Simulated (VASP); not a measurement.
# Mn: single point with PBEsol

The system is Mn.

```
Mn
1.0
     4.72648    0.00000    0.00000
     0.00000    4.72648    0.00000
     0.00000    0.00000    4.72648
Mn
8
Direct
  0.50000 0.50000 0.50000
  0.00000 0.00000 0.00000
  0.25000 0.00000 0.50000
  0.50000 0.25000 0.00000
  0.50000 0.75000 0.00000
  0.75000 0.00000 0.50000
  0.00000 0.50000 0.75000
  0.00000 0.50000 0.25000
```

The cell was built by a generator and needn't be a form met in nature.

```
Program                : VASP 6.6.1
Task                   : single point
Functional             : PBEsol
Potentials or basis    : VASP PAW PBE potentials, release 64 (Mn_pv)
Cutoff                 : 520 eV
k mesh                 : 4 × 4 × 4
Occupations            : gaussian, width 0.1 eV
Spin                   : collinear spin, typed start
Starting moments       : [4.0, 4.0, 4.0, 4.0, 4.0, 4.0, 4.0, 4.0] μB
Dipole correction      : no
Further INCAR settings : ALGO = Normal; EDIFF = 1e-06; NBANDS = 66
```

The pressure is -38.4 GPa, the band gap on the k mesh is none (metal or under the smearing width) and the net moment is 7.77 μB per cell. The site moments are Mn +1.29, +0.86 μB. The valence electrons inside the program's atomic spheres are Mn 11.67, 11.66.

Levels at points of the mesh, in eV from the Fermi level:
Spin up:
```csv
k point,band 52,band 53,band 54,band 55,band 56,band 57,band 58,band 59,band 60,band 61
"(0.00, 0.00, 0.00)",-0.40,-0.08,-0.08,-0.08,0.02,0.02,0.02,0.02,0.58,0.58
"(0.50, 0.00, 0.00)",-0.58,-0.56,-0.56,-0.21,-0.21,0.31,0.31,0.36,0.36,0.46
"(0.50, 0.50, 0.00)",-0.27,-0.20,-0.20,-0.11,-0.10,0.07,0.07,0.38,0.38,0.44
"(0.50, 0.50, 0.50)",-0.37,-0.37,-0.37,0.29,0.29,0.29,0.29,0.29,0.29,0.52
```
Spin down:
```tsv
k point	band 44	band 45	band 46	band 47	band 48	band 49	band 50	band 51	band 52	band 53
(0.00, 0.00, 0.00)	-0.99	-0.83	-0.83	0.04	0.04	0.04	0.58	0.58	0.58	0.73
(0.50, 0.00, 0.00)	-0.83	-0.63	-0.63	-0.33	-0.33	0.14	0.14	0.38	0.38	0.66
(0.50, 0.50, 0.00)	-0.66	-0.40	-0.16	-0.16	-0.09	-0.06	-0.06	0.07	0.32	0.61
(0.50, 0.50, 0.50)	-0.99	-0.99	-0.99	-0.99	-0.99	0.52	0.52	0.52	0.52	0.52
```

Wall time 3.6 min on 1 thread of Intel(R) Xeon(R) Platinum 8488C (Sapphire Rapids), with other jobs on the host, peak memory 0.29 GiB.

Caveat: a pressure of tens of GPa on the cell as given is suspect, and the run, the potentials or the cell itself is likely at fault; the PAW data sets were made with another functional, which shifts forces and pressure a little; the moment fell far below its start of 4 μB, so a state of higher moment may lie lower in energy.
